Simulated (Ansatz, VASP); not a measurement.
# Cross-check of Ta2AlN3 (TaN(111)/AlN(0001) capacitor, 3 bilayers of AlN) between VASP and Ansatz, part 2 of 2

One calculation is typed for both programs; each brings its own data sets. How far apart do they land? The structure shown is the start of the Ansatz relaxation below; VASP solves that cell, so the two are compared at the walk's first step.

VASP 6.6.1 and Ansatz 0.2.0.

So far: The structure; Ansatz: relaxation, PBE.

## (3) VASP: single point, PBE, start cell

Level of this step: PBE; plane waves and PAW (Ta_pv, N, Al) (VASP).

The same cell, functional, mesh and smearing now go to VASP, with its own data sets.

Lines of VASP's logs that name or quote its potential files are left out, and so is its time.

The input, INCAR:

```
SYSTEM = Ta2AlN3
PREC = Accurate
ENCUT = 520
EDIFF = 1E-06
NELM = 120
ISMEAR = -1
SIGMA = 0.1
LREAL = Auto
ALGO = Normal
GGA = PE
NBANDS = 296
LASPH = .TRUE.
LORBIT = 11
LWAVE = .FALSE.
LCHARG = .FALSE.
ISIF = 2
GGA_COMPAT = .FALSE.
KPAR = 8
```

The input, POSCAR:

```
Ta2AlN3
1.0
    6.2600000000      0.0000000000      0.0000000000
   -3.1300000000      5.4213200000      0.0000000000
    0.0000000000      1.8071100000     22.7400000000
Ta N Al
24 36 12
Direct
    0.1622442625      0.3158942758      0.0559102902
    0.9710035238      0.9424223832      0.1675197889
    0.2912607590      0.0783042655      0.2792788039
    0.1024660198      0.2002355541      0.3901583113
    0.9127250850      0.8303383488      0.5030518909
    0.2356016990      0.9676251232      0.6135180299
    0.1592806509      0.8114367011      0.0564116095
    0.9764438637      0.4478717529      0.1674186456
    0.2856355305      0.5705362368      0.2795294635
    0.1035359139      0.7078066520      0.3912620932
    0.9149710795      0.3366194754      0.5017282322
    0.2329109536      0.4651190318      0.6143183817
    0.6593813691      0.3156956456      0.0555101143
    0.4709918532      0.9453063901      0.1681090589
    0.7858399042      0.0749385944      0.2787510994
    0.6017765789      0.2039365445      0.3905101143
    0.4173928480      0.8308879324      0.5030079156
    0.7274598149      0.9574435915      0.6137379068
    0.6546462422      0.8105384908      0.0576121372
    0.4699193667      0.4449825033      0.1681178540
    0.7843663644      0.5693717065      0.2784300792
    0.6066664995      0.7050582387      0.3905980651
    0.4140834454      0.3330550696      0.5030694811
    0.7309404340      0.4624878967      0.6146306069
    0.3099167108      0.1287471596      0.1114599824
    0.1263849351      0.2550382408      0.2239797713
    0.9426046263      0.8871261855      0.3340721196
    0.2604076354      0.0218056862      0.4469481091
    0.0721648449      0.1450964629      0.5583421284
    0.8859582125      0.7749196199      0.6685883905
    0.0340135561      0.0686660898      0.7805496922
    0.8490214378      0.7008863260      0.8900791557
    0.0034525896      0.0028157224      0.0007387863
    0.3096240103      0.6281937075      0.1104309587
    0.1327295358      0.7569606690      0.2234916447
    0.9472834277      0.3852697308      0.3356904134
    0.2613394265      0.5194520159      0.4469481091
    0.0750958016      0.6490414435      0.5579287599
    0.8822495663      0.2687483339      0.6695382586
    0.0367788174      0.5717365484      0.7800483729
    0.8581859202      0.2060204028      0.8892084433
    0.9996962656      0.4986896558      0.9995206684
    0.8136124161      0.1281194009      0.1121811785
    0.6292994606      0.2562666529      0.2242788039
    0.4402460852      0.8888627774      0.3352814424
    0.7566652019      0.0168447809      0.4480518909
    0.5717135447      0.1457274088      0.5590501319
    0.3885570336      0.7766987318      0.6709982410
    0.5373857202      0.0755062647      0.7804485488
    0.3517611061      0.7032346723      0.8903386104
    0.5012887407      0.9977851492      0.0000483729
    0.8123280342      0.6250075062      0.1126297274
    0.6273475502      0.7577941420      0.2230386983
    0.4451885343      0.3910479952      0.3355101143
    0.7558805230      0.5123361259      0.4461609499
    0.5715949806      0.6458736672      0.5574714160
    0.3890542388      0.2818464967      0.6709718558
    0.5369359523      0.5731370804      0.7804397537
    0.3519649575      0.2044730460      0.8898109059
    0.5042626521      0.4989725885      0.0001715040
    0.0469627617      0.0983664180      0.6964291996
    0.8625211478      0.7267675352      0.8052418646
    0.0082067855      0.0271803441      0.9162401055
    0.0486848258      0.6002131020      0.6950615655
    0.8662045942      0.2291504025      0.8054309587
    0.0145223472      0.5294280810      0.9163808267
    0.5499757765      0.1033700833      0.6959718558
    0.3652854665      0.7346923388      0.8048197010
    0.5123000193      0.0280824668      0.9154705365
    0.5498040582      0.6000554007      0.6954793316
    0.3693396667      0.2349732631      0.8063896218
    0.5153582003      0.5335279022      0.9152594547
```

The input, KPOINTS:

```
Automatic mesh
0
Gamma
4 4 1
0 0 0
```

PAW data sets: Ta_pv, N and Al (PBE family, release 64).

Run with:

```bash
> mpirun -np 8 vasp_std
```

Numbers of over 12 decimals in the logs are rounded to 6 here.

The program printed:

```text
[banner, memory and clock lines left out]
running    8 mpi-ranks, on    1 nodes
[...]
|                                                                             |
|           W    W    AA    RRRRR   N    N  II  N    N   GGGG   !!!           |
|           W    W   A  A   R    R  NN   N  II  NN   N  G    G  !!!           |
|           W    W  A    A  R    R  N N  N  II  N N  N  G       !!!           |
|           W WW W  AAAAAA  RRRRR   N  N N  II  N  N N  G  GGG   !            |
|           WW  WW  A    A  R   R   N   NN  II  N   NN  G    G                |
|           W    W  A    A  R    R  N    N  II  N    N   GGGG   !!!           |
|                                                                             |
|     For optimal performance we recommend to set                             |
|       NCORE = 2 up to number-of-cores-per-socket                            |
|     NCORE specifies how many cores store one orbital (NPAR=cpu/NCORE).      |
|     This setting can greatly improve the performance of VASP for DFT.       |
|     The default, NCORE=1 might be grossly inefficient on modern             |
|     multi-core architectures or massively parallel machines. Do your        |
|     Unfortunately you need to use the default for GW and RPA                |
|     calculations (for HF NCORE is supported but not extensively tested      |
|     yet).                                                                   |
|                                                                             |

 LDA part: xc-table for (Slater+PW92), standard interpolation
 POSCAR, INCAR and KPOINTS ok, starting setup
[...]
entering main loop
       N       E                     dE             d eps       ncg     rms          rms(c)
DAV:   1     0.457435039123E+04    0.45744E+04   -0.25379E+05  5920   0.166E+03
DAV:   2    -0.350552101089E+03   -0.49249E+04   -0.47414E+04  6760   0.479E+02
DAV:   3    -0.782256328280E+03   -0.43170E+03   -0.42152E+03  7120   0.135E+02
DAV:   4    -0.797150478258E+03   -0.14894E+02   -0.14564E+02  7112   0.238E+01
[...]
DAV:  23    -0.692899917417E+03    0.66081E-05   -0.74914E-05  7056   0.233E-02    0.179E-02
DAV:  24    -0.692899916341E+03    0.10761E-05   -0.14826E-05  6600   0.884E-03    0.885E-03
DAV:  25    -0.692899916223E+03    0.11847E-06   -0.50499E-06  6224   0.630E-03
   1 F= -.69289992E+03 E0= -.69251002E+03  d E =-.779800E+00
```

OUTCAR, selected parts (step 3):

```text
 POSITION                                       TOTAL-FORCE (eV/Angst)
 -----------------------------------------------------------------------------------
      0.02690      1.81360      1.27140        -0.252836     -0.328497     -2.024620
      3.12870      5.41190      3.80940         0.082658     -0.146407     -1.028362
      1.57820      0.92920      6.35080        -0.105498     -0.051882      0.304842
      0.01470      1.79060      8.87220        -0.159162     -0.253715      0.478805
      3.11470      5.41060     11.43940         0.254274     -0.073839     -0.755074
     -1.55380      6.35450     13.95140        -0.044360      0.041093     -3.247826
     -1.54270      4.50100      1.28280        -0.407607      0.318882     -2.127134
      4.71070      2.73060      3.80710         0.040775     -0.196214     -0.923332
      0.00230      3.59820      6.35650         0.078412      0.037045      0.195274
     -1.56730      4.54430      8.89730        -0.194226      0.025280      0.299665
      4.67410      2.73160     11.40930         0.162956     -0.012166     -0.177899
      0.00220      3.63170     13.96960        -0.242537     -0.272447     -3.820431
      3.13960      1.81180      1.26230        -0.099609     -0.209393     -1.726923
     -0.01040      5.42860      3.82280        -0.114884     -0.057873     -1.409130
[...]
-----------------------------------------------------------------------------------
    total drift:                                0.001557      0.006124      0.009261

  FREE ENERGIE OF THE ION-ELECTRON SYSTEM (eV)
  ---------------------------------------------------
  free  energy   TOTEN  =      -692.8999162228 eV

  energy  without entropy=     -692.1201157987  energy(sigma->0) =     -692.51001601
```

The run ends at a pressure of 3.48 GPa, with forces up to 4.3 eV/Å.

## (4) Comparison

Known differences besides the potentials themselves: the data sets hold 528 valence electrons in Ansatz (on its default PAW (the set named soft_2) files) and 480 in VASP; the cutoff is 420 eV in Ansatz and 520 eV in VASP (PREC = Accurate, projectors in real space). Total energies have different zeros and are not compared.

Forces on 10 of the 72 atoms, those with the largest forces and the largest differences (eV/Å; atoms numbered as in POSCAR):

```csv
atom,"Ansatz x, y, z","VASP x, y, z"
Ta12,"-0.240, -0.272, -3.831","-0.243, -0.272, -3.820"
Ta18,"-0.230, -0.087, -3.850","-0.230, -0.087, -3.842"
Ta24,"0.025, -0.367, -4.257","0.027, -0.370, -4.250"
N30,"0.188, 0.398, 1.748","0.191, 0.401, 1.797"
N42,"0.040, 0.031, 1.956","0.041, 0.031, 1.907"
N60,"-0.178, -0.002, 1.524","-0.180, -0.002, 1.471"
Al61,"0.279, 0.001, 3.405","0.280, 0.002, 3.410"
Al64,"0.078, 0.034, 3.846","0.079, 0.033, 3.851"
Al67,"-0.189, -0.204, 3.813","-0.186, -0.203, 3.822"
Al70,"-0.018, 0.336, 4.239","-0.019, 0.336, 4.250"
```

The forces differ by 9.9 meV/Å r.m.s., which is 1.1 % of the r.m.s. force of 0.932 eV/Å (both taken over all components).

## (5) Outcome

* r.m.s. force difference (single point, PBE, start cell): 1.1 % of the r.m.s. force

**Reading.** The r.m.s. force difference is 1.1 % of the r.m.s. force (single point, PBE, start cell), within the 3 % picked in this series as the mark of a large difference. The data sets hold unlike numbers of valence electrons (528 in Ansatz and 480 in VASP), so part of the differences comes from the potentials. VASP runs on this material, other cells of it included, that failed, so that no pair exists: single point, PBE (timeout). Such differences can come from data sets, numerical settings and the points named under the comparisons, not from the functional's error against experiment.

[Lines on the potential files, build, host, timing and source positions are cut from VASP's logs without a mark.]

[Logs are printed without paths, hosts, clocks, repeated set-up lines and the standing remarks that a program may print on its own settings, such as how far it seeks lower states.]

[Hosts, paths, dates, database ids (printed as entryN), source tags and the programs' standing remarks are cut or masked in the printed files.]
